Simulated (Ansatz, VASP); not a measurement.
# Rh: VASP beside Ansatz

INCAR

```
PREC     = Accurate       # precision mode
ENCUT    = 520            # plane-wave cutoff, eV
EDIFF    = 1E-6           # SCF threshold, eV
ISMEAR   = -1             # smearing method
SIGMA    = 0.1            # smearing width, eV
LREAL    = False          # projectors in reciprocal space
LASPH    = True           # aspherical terms in the spheres
NELM     = 100            # most SCF steps
ALGO     = Normal         # electronic algorithm
ISIF     = 2              # what is computed and relaxed
LWAVE    = False          # write WAVECAR
LCHARG   = False          # write CHGCAR
GGA      = B5             # functional
ALDAX    = 1.0          
AGGAX    = 1.0          
AGGAC    = 1.0          
ALDAC    = 0.0          
NBANDS   = 30             # bands
```

Contents of KPOINTS:

```
regular mesh
0
Gamma
  9 9 13
```

POSCAR

```
Rh
1.0
    4.3572828429      0.0000000000      0.0000000000
   -2.1786414215      3.7735176334      0.0000000000
    0.0000000000      0.0000000000      2.6764894026
Rh
3
Direct
    0.0000000000      0.0000000000      0.0000000000
    0.3333333333      0.6666666667      0.5000000000
    0.6666666667      0.3333333333      0.5000000000
```

Input for Ansatz:

```yaml
crystal:
  lattice:
    - [4.3572828429, 0.0, 0.0]
    - [-2.1786414215, 3.7735176334, 0.0]
    - [0.0, 0.0, 2.6764894026]
  atoms:
    - { symbol: Rh, position: [0.0, 0.0, 0.0] }
    - { symbol: Rh, position: [0.3333333333, 0.6666666667, 0.5] }
    - { symbol: Rh, position: [0.6666666667, 0.3333333333, 0.5] }
hamiltonian:
  xc: blyp
  pseudopotentials:
    kind: paw
    azcp:
      Rh: "pseudopotentials/Rh.paw.azcp"
basis:
  ecutwfc: 420
  fft_grid_basis: typed
kpoints:
  mp_grid: { grid: [9, 9, 13], shift: [0, 0, 0] }
magnetization:
  spin_polarized: false
scf:
  occupations: { method: fermi_dirac, width: 0.1 }
  lower_state_search: "off"
output:
  stress: true
```

Alike in both runs: task single point; functional BLYP; k mesh 9 × 9 × 13; occupations fermi-dirac, width 0.1 eV; no spin polarisation.

```csv
,VASP,Ansatz
version,VASP 6.6.1,Ansatz 0.2.0
potentials or method,"VASP PAW PBE potentials, release 64 (Rh_pv)","plane waves (420 eV) with PAW, scalar-relativistic"
plane-wave cutoff (eV),520,420
valence electrons in the cell,45,51
```

Ansatz gave:

```
pressure (GPa)                                  : 8.9
largest component of the traceless stress (GPa) : 1.00
```

Problem. Estimate VASP's values.

Solution. Pressure (GPa): 9.5; largest component of the traceless stress (GPa): 1.12.

The functional is the same, so the differences come from potentials, cutoffs and numerics. The two sets of potentials don't hold the same shells in valence.

Caveats: the PAW data sets were made with another functional, which shifts forces and pressure a little (VASP).
